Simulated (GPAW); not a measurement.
# InP (F-43m) in GPAW: notebook

One crystal, InP, is run at these levels: PBE; tasks: single point.

Everything below comes from runs of GPAW 26.7.0. Logs are shortened: lines on timing, memory, paths and dates and some standing lists are left out, and cuts for length are marked. The log counts tension as positive stress, the text compression.

**1. Starting point**

It takes space group F-43m (No. 216, cubic). The conventional cell has a = 5.861 Å, b = 5.861 Å, c = 5.861 Å, α = 90.00°, β = 90.00°, γ = 90.00°. In (site symmetry -43m) has 4 P at 2.54 Å as nearest neighbours. P (site symmetry -43m) has 4 In at 2.54 Å as nearest neighbours.

**2. Single point, PBE**

run.py reads:

```python
from ase.dft.bandgap import bandgap
from ase.io import read, write
from ase.units import GPa
from gpaw import GPAW, PW

atoms = read('InP.xyz')

calc = GPAW(mode=PW(700),
            xc='PBE',
            kpts={'size': (6, 6, 6), 'gamma': True},
            occupations={'name': 'fermi-dirac', 'width': 0.05},
            nbands=18,
            convergence={'density': 1e-05, 'energy': 1e-05},
            maxiter=100,
            txt='gpaw.txt')
atoms.calc = calc
energy = atoms.get_potential_energy()
forces = atoms.get_forces()
stress = atoms.get_stress()
calc.write('gs.gpw')
write('result.traj', atoms)
print(f'Energy: {energy:.6f} eV')
print('Forces (eV/A):')
print(forces.round(4))
print('Stress (GPa):', (stress / GPa).round(3))
print('Fermi level:', round(calc.get_fermi_level(), 4), 'eV')
print(f'Gap: {bandgap(calc)[0]:.4f} eV, direct: {bandgap(calc, direct=True)[0]:.4f} eV')
```

InP.xyz reads:

```xyz
2
Lattice="0.0000000000 2.9305000000 2.9305000000 2.9305000000 0.0000000000 2.9305000000 2.9305000000 2.9305000000 0.0000000000" Properties=species:S:1:pos:R:3 pbc="T T T"
In     0.0000000000      0.0000000000      0.0000000000
P      4.3957500000      4.3957500000      4.3957500000
```

Potentials or basis: GPAW PAW data sets (gpaw-data 1.2.1), pw.

Launch:

```bash
$ OMP_NUM_THREADS=1 python run.py
```

gpaw.txt:

```text
__  _  _
 | _ |_)|_||  |
 |__||  | ||/\| - 26.7.0

Input parameters:
  mode=PW(ecut=700.0),
  convergence={'density': 1e-05, 'energy': 1e-05},
  kpts=MonkhorstPack(size=(6, 6, 6), gamma=True),
  maxiter=100,
  nbands=18,
  occupations=Occupations(name='fermi-dirac', width=0.05),
  xc=XC(name='PBE')

Diagonalizing LCAO Hamiltonian
Converting LCAO to pw mode

                     P

       In

Atoms  # Å, Bohr magnetons
|   | symbol |        x |        y |        z |    initial magnetic moments |
|---|--------|----------|----------|----------|-----------------------------|
| 0 |     In | 0.000000 | 0.000000 | 0.000000 | ( 0.0000,  0.0000,  0.0000) |
| 1 |      P | 4.395750 | 4.395750 | 4.395750 | ( 0.0000,  0.0000,  0.0000) |

Unit cell  # Å
| periodic |        x |        y |        z |  lengths |    angles |
|----------|----------|----------|----------|----------|-----------|
|      yes | 0.000000 | 2.930500 | 2.930500 | 4.144353 | 60.000000 |
|      yes | 2.930500 | 0.000000 | 2.930500 | 4.144353 | 60.000000 |
|      yes | 2.930500 | 2.930500 | 0.000000 | 4.144353 | 60.000000 |

Number of symmetries: 24
Symmetry operations  # r_c * U_cc + t_c -> r_c
|    | kind |            matrix            |
|----|------|------------------------------|
|  0 |  E   |  1, 0, 0,  0, 1, 0,  0, 0, 1 |
|  1 |  σ   |  1, 0, 0,  0, 0, 1,  0, 1, 0 |
|  2 |  σ   |  1, 0,-1,  0, 1,-1,  0, 0,-1 |
|  3 |  C3  |  1, 0,-1,  0, 0,-1,  0, 1,-1 |
|  4 |  C3  |  1,-1, 0,  0,-1, 1,  0,-1, 0 |
|  5 |  σ   |  1,-1, 0,  0,-1, 0,  0,-1, 1 |
|  6 |  σ   |  0, 1, 0,  1, 0, 0,  0, 0, 1 |
|  7 |  C3  |  0, 1, 0,  0, 0, 1,  1, 0, 0 |
|  8 |  C2  |  0, 1,-1,  1, 0,-1,  0, 0,-1 |
|  9 |  S4  |  0, 1,-1,  0, 0,-1,  1, 0,-1 |
| 10 |  C3  |  0, 0, 1,  1, 0, 0,  0, 1, 0 |
| 11 |  σ   |  0, 0, 1,  0, 1, 0,  1, 0, 0 |
| 12 |  S4  |  0, 0,-1,  1, 0,-1,  0, 1,-1 |
| 13 |  C3  |  0, 0,-1,  0, 1,-1,  1, 0,-1 |
| 14 |  S4  |  0,-1, 1,  1,-1, 0,  0,-1, 0 |
| 15 |  C2  |  0,-1, 1,  0,-1, 0,  1,-1, 0 |
| 16 |  C3  |  0,-1, 0,  1,-1, 0,  0,-1, 1 |
| 17 |  S4  |  0,-1, 0,  0,-1, 1,  1,-1, 0 |
| 18 |  S4  | -1, 1, 0, -1, 0, 1, -1, 0, 0 |
| 19 |  C3  | -1, 1, 0, -1, 0, 0, -1, 0, 1 |
| 20 |  C3  | -1, 0, 1, -1, 1, 0, -1, 0, 0 |
| 21 |  S4  | -1, 0, 1, -1, 0, 0, -1, 1, 0 |
| 22 |  σ   | -1, 0, 0, -1, 1, 0, -1, 0, 1 |
| 23 |  C2  | -1, 0, 0, -1, 0, 1, -1, 1, 0 |

BZ-sampling:
  Number of BZ points: 216
  Number of IBZ points: 16

  Monkhorst-Pack size: [6, 6, 6]
  Monkhorst-Pack shift: [0.08333333333333333, 0.08333333333333333, 0.08333333333333333]

K-points  # in reciprocal-cell coordinates
|     |                                coordinates |     weight |
|-----|--------------------------------------------|------------|
|   0 | (  0.00000000,   0.00000000,   0.00000000) | 0.00462963 |
|   1 | (  0.16666667,   0.16666667,   0.00000000) | 0.02777778 |
|   2 | (  0.16666667,   0.16666667,   0.16666667) | 0.03703704 |
|   3 | (  0.33333333,   0.16666667,   0.16666667) | 0.05555556 |
|   4 | (  0.33333333,   0.33333333,  -0.33333333) | 0.05555556 |
|   5 | (  0.33333333,   0.33333333,   0.00000000) | 0.02777778 |
|   6 | (  0.33333333,   0.33333333,   0.16666667) | 0.11111111 |
|   7 | (  0.33333333,   0.33333333,   0.33333333) | 0.03703704 |
|   8 | (  0.50000000,   0.33333333,  -0.33333333) | 0.11111111 |
|   9 | (  0.50000000,   0.33333333,  -0.16666667) | 0.05555556 |
| ... |                                            |            |
|  15 | (  0.50000000,   0.50000000,   0.50000000) | 0.01851852 |

Plane wave coefficients: 2138
Cutoff: 700.0 eV

Spin-components: 1 (collinear spins)
Bands:           18
Projectors:      11
Spin-degeneracy: 2
Datatype:        complex128

Parallelization:
  kpt:    1
  domain: 1
  band:   1

Density:
  Valence electrons: 18.0
  Components: 1
  Grid points: [27 27 27]
  Charge: 0.0  # |e|

Potential:
  Grid points: [27 27 27]

species:
  In:
    name:    Indium
    Z:       49.0
    valence: 13
    core:    36
    charge:  0.0  # [|e|]
    compensation charges:
      type: gauss
      rc: 0.36  # [Å]
      lmax: 2
    cutoffs:
      filter: 2.09  # [Å]
      core: 2.48  # [Å]
    projectors
    | kind |    occ | energy [eV] | rcut [Å] |
    |------|--------|-------------|----------|
    |   5s |  2.000 |      -8.203 |    1.185 |
    |   5p |  1.000 |      -2.521 |    1.244 |
    |   4d | 10.000 |     -18.629 |    1.148 |
    |    s |        |      19.008 |    1.185 |
    |    p |        |      24.691 |    1.244 |
    |    d |        |       8.583 |    1.148 |

    Using partial waves for In as LCAO basis

  P:
    name:    Phosphorus
    Z:       15.0
    valence: 5
    core:    10
    charge:  0.0  # [|e|]
    compensation charges:
      type: gauss
      rc: 0.30  # [Å]
      lmax: 2
    cutoffs:
      filter: 1.69  # [Å]
      core: 1.81  # [Å]
    projectors
    | kind |    occ | energy [eV] | rcut [Å] |
    |------|--------|-------------|----------|
    |   3s |  2.000 |     -13.968 |    0.953 |
    |   3p |  3.000 |      -5.506 |    0.953 |
    |    s |        |      13.244 |    0.953 |
    |    p |        |      21.705 |    0.953 |
    |    d |        |       0.000 |    0.953 |

    Using partial waves for P as LCAO basis

Reference energy: -169278.333319  # eV

eigensolver:
  PPCG
  Converge bands: occupied
  niter=2

density mixing:
  MSR1-Mixer
  Pratt-step length: 0.05
  Maximum mixing coefficient: 0.75
  Old densities: 10
  SVD Regularization: 0.005
  Good broyden scale: 1.0
  Trust region scale: 1.0
  Backstep threshold: 4.0
  History deletion threshold: 6.0
  Fourier metric: weight=20.0, sigma=0.015

occupation numbers:
  Fermi-Dirac:
    width: 0.0500  # eV

poisson solver:
  ecut: 5600.0  # eV

xc functional:
  name: PBE with 2 nearest neighbor stencil

convergence criteria:
- Maximum integral of absolute [dens]ity change: 1e-05 electrons / valence electron
- Maximum [total energy] change in last 3 cyles: 1e-05 eV / valence electron
- Maximum integral of absolute [eigenst]ate change: 4e-08 eV^2 / valence electron
maximum number of iterations: 100

SCF iterations
|iter     | |      energy | eigst |  dens |
|---------|-|-------------|-------|-------|
|iter:   1| |   -8.961902 | -0.25 |       |
|iter:   2| |   -8.885073 | -2.20 | -1.11 |
|iter:   3| |   -8.603009 | -1.75 | -1.15 |
|iter:   4| |   -8.603075 | -3.17 | -1.74 |
|iter:   5| |   -8.603208 | -3.92 | -2.24 |
|iter:   6| |   -8.603255c| -5.38 | -3.02 |
|iter:   7| |   -8.603261c| -6.45 | -3.53 |
|iter:   8| |   -8.603261c| -7.92c| -4.58 |
|iter:   9| |   -8.603261c| -8.27c| -5.32c|

Converged in 9 steps
Energy contributions relative to reference atoms: (reference = -169278.333319)

Energy contributions:
  Kinetic:          22.534863
  Coulomb:         -20.595468
  Zero:              0.126807
  External:          0.000000
  Xc:              -10.669457
  Entropy:          -0.000011
  Spinorbit:         0.000000
  ----------------------------
  Free energy:      -8.603266
  Extrapolated:     -8.603261

dipole moment: (-16.917293, -16.917293, -16.917293)  # |e|*Ang

Fermi level: 5.305
Eigenvalues  # (at kpt = [0.000, 0.000, 0.000])
| band index |      eig [eV] | occ [0-2] |
|------------|---------------|-----------|
|          0 |        -9.183 |     2.000 |
|          1 |        -9.183 |     2.000 |
|          2 |        -9.183 |     2.000 |
|          3 |        -9.030 |     2.000 |
|          4 |        -9.030 |     2.000 |
|          5 |        -6.600 |     2.000 |
[... 10 lines left out ...]
|         16 |        16.134 |     0.000 |
|         17 |        16.134 |     0.000 |

Gap: 0.709 eV
Transition (v -> c):
  (s=0, k=0, n=8, [0.00, 0.00, 0.00]) -> (s=0, k=0, n=9, [0.00, 0.00, 0.00])
No difference between direct/indirect transitions

Forces  # eV/Ang
|       x |        y |        z |
|---------|----------|----------|
| 0.00000 |  0.00000 | -0.00000 |  # In   0
| 0.00000 | -0.00000 |  0.00000 |  # P    1

Stress tensor  # eV/Ang^3
|         x |         y |         z |
|-----------|-----------|-----------|
| -0.019213 |  0.000000 |  0.000000 |
|  0.000000 | -0.019213 |  0.000000 |
|  0.000000 |  0.000000 | -0.019213 |

# Writing to gs.gpw (mode='')
```

Run time: 5.5 s. Hardware: 1 thread of AMD EPYC 9R45 (Zen 5), shared host; peak memory 0.17 GiB.

Results:

```yaml
Free_energy: -8.6033 eV
Pressure: 3.1 GPa
Band_gap_on_the_k_mesh: 0.71 eV, direct
```

Caveat: spin-orbit coupling is left out, which moves the levels of the heavy elements. PBE gaps usually lie below the measured ones, often by a third to a half.

**3. Single point, PBE**

Changes to run.py since step 2:

```diff
@@ -5,7 +5,7 @@
 
-atoms = read('InP.xyz')
+atoms = read('POSCAR')
 
-calc = GPAW(mode=PW(700),
+calc = GPAW(mode=PW(600),
             xc='PBE',
-            kpts={'size': (6, 6, 6), 'gamma': True},
+            kpts={'size': (12, 12, 12), 'gamma': True},
             occupations={'name': 'fermi-dirac', 'width': 0.05},
@@ -13,3 +13,3 @@
             convergence={'density': 1e-05, 'energy': 1e-05},
-            maxiter=100,
+            maxiter=50,
             txt='gpaw.txt')
```

POSCAR reads:

```
InP
1.0
    0.0000000000      2.9305000000      2.9305000000
    2.9305000000      0.0000000000      2.9305000000
    2.9305000000      2.9305000000      0.0000000000
In P
1 1
Direct
    0.0000000000      0.0000000000      0.0000000000
    0.7500000000      0.7500000000      0.7500000000
```

Potentials or basis: GPAW PAW data sets (gpaw-data 1.2.1), pw.

Launch:

```bash
$ OMP_NUM_THREADS=1 python run.py
```

It took 19 s on 1 thread of Intel Xeon 6975P-C (Granite Rapids), shared host; peak memory 0.2 GiB.

It converged, with:

| Quantity | Value |
| --- | --- |
| Free energy | -8.6145 eV |
| Pressure | 3.1 GPa |
| Band gap on the k mesh | 0.71 eV, direct |

Levels at points of the mesh, in eV from the valence-band top:
```tsv
k point	band 5	band 6	band 7	band 8	band 9	band 10	band 11	band 12	band 13	band 14
(0.00, 0.00, 0.00)	-13.94	-11.52	0.00	0.00	0.00	0.71	4.07	4.07	4.07	8.61
(0.50, 0.50, 0.00)	-13.91	-9.14	-5.75	-2.33	-2.33	1.76	2.28	9.21	9.57	9.57
(0.50, 0.50, 0.50)	-13.93	-9.79	-5.73	-0.98	-0.98	1.50	4.80	4.80	7.11	9.49
```

Caveat: spin-orbit coupling is left out, which moves the levels of the heavy elements.

**4. For comparison**

An earlier run on the cell as given: functional PBEsol; potentials or basis PAW data sets generated in the run's folder for this functional; cutoff 600 eV; basis pw; k mesh 8 × 8 × 8; occupations fermi-dirac, width 0.05 eV; no spin polarisation.

* Pressure: 0.4 GPa
* Band gap on the k mesh: 0.61 eV, direct

**5. Summary**

```tsv
level	potentials or basis	k mesh	cutoff (eV)	maxiter	other keys	gap on the mesh (eV)	pressure (GPa)
PBE	GPAW PAW data sets (gpaw-data 1.2.1), pw	6 × 6 × 6	700	100	several, not listed	0.71	3.1
PBE	GPAW PAW data sets (gpaw-data 1.2.1), pw	12 × 12 × 12	600	50	several, not listed	0.71	3.1
PBEsol	PAW data sets generated in the run's folder for this functional, pw	8 × 8 × 8	600	150	-	0.61	0.4
```

Alike in all rows: task single point; no spin polarisation; cell as given; smearing fermi-dirac 0.05 eV.

Caveats: spin-orbit coupling is left out, which moves the levels of the heavy elements.

Absolute energies hang on the potentials; compare differences alone.
